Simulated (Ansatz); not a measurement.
Consider the ligand exchange at a B–C bond: `CB(C)F` + `CC(=O)O` → `CB(F)OC(C)=O` + CH₄.

Isolated molecules relaxed with PBE0-D4/def2-TZVP in Ansatz; ΔE leaves out vibrations. CBS: MP2 limit from def2 TZ/QZ plus the TZ coupled-cluster correction, frozen cores. This one scheme is used for every species. Functionals use def2-TZVPP. One conformer a species, not always the lowest.

`CB(C)F`:

```xyz
10

C     0.365   -0.642    1.186
B    -0.545    0.028    0.106
C    -0.039    0.624   -1.247
F    -1.856    0.098    0.359
H     1.373   -0.223    1.208
H     0.482   -1.701    0.917
H    -0.068   -0.613    2.187
H     0.229    1.675   -1.072
H    -0.805    0.619   -2.026
H     0.864    0.135   -1.617
```

`CC(=O)O`:

```xyz
8

C    -0.958   -0.047    0.046
C     0.486    0.251   -0.202
O     0.915    1.130   -0.897
O     1.289   -0.602    0.461
H    -1.184   -1.068   -0.268
H    -1.170    0.019    1.115
H    -1.576    0.659   -0.503
H     2.197   -0.344    0.249
```

`CB(F)OC(C)=O`:

```xyz
13

C     2.018    0.110   -0.782
B     0.575    0.311   -1.320
F     0.364    0.594   -2.600
O    -0.600    0.197   -0.605
C    -0.691    0.148    0.752
C    -1.999   -0.435    1.179
O     0.164    0.554    1.481
H     2.360    1.046   -0.328
H     2.708   -0.144   -1.589
H     2.075   -0.639    0.008
H    -2.815    0.148    0.749
H    -2.092   -1.451    0.790
H    -2.067   -0.439    2.264
```

CH₄:

Cartesian coordinates in Å:
```
C 0.000 0.000 0.000
H -0.377 -0.411 -0.936
H 0.830 -0.609 0.356
H -0.796 -0.001 0.744
H 0.343 1.021 -0.164
```

```tsv
level	ΔE (eV)
ωB97M-V	-1.10
HF/def2-TZVPP	-1.19
```

**Question.** What does CCSD(T)/CBS give? (Estimate.)

**Answer.** Ansatz gave: -1.11 eV. The listed levels differ from it by 0.01, -0.08 eV.

Largest T1 diagnostic among the species: 0.015.

From PBE to PBE0 (25 % exact exchange), in def2-TZVPP and without D4, ΔE moves by −0.03 eV. The D4 term adds −0.05 eV with B3LYP and −0.03 eV with PBE0; it sums over pairs of atoms, weighted by their polarisabilities, and B3LYP, whose exchange is more repulsive, gets the larger term. In def2-TZVPP, CCSD(T) changes the Hartree–Fock value by +0.06 eV (the triples alone add −0.00 eV) and MP2 by +0.06 eV.

B3LYP here is the variant with VWN-RPA as its local correlation; programs differ in this.

CCSD(T)/CBS has its own doubt, a few kJ/mol and more with outer-core shells, so smaller differences from it don't rank the levels.
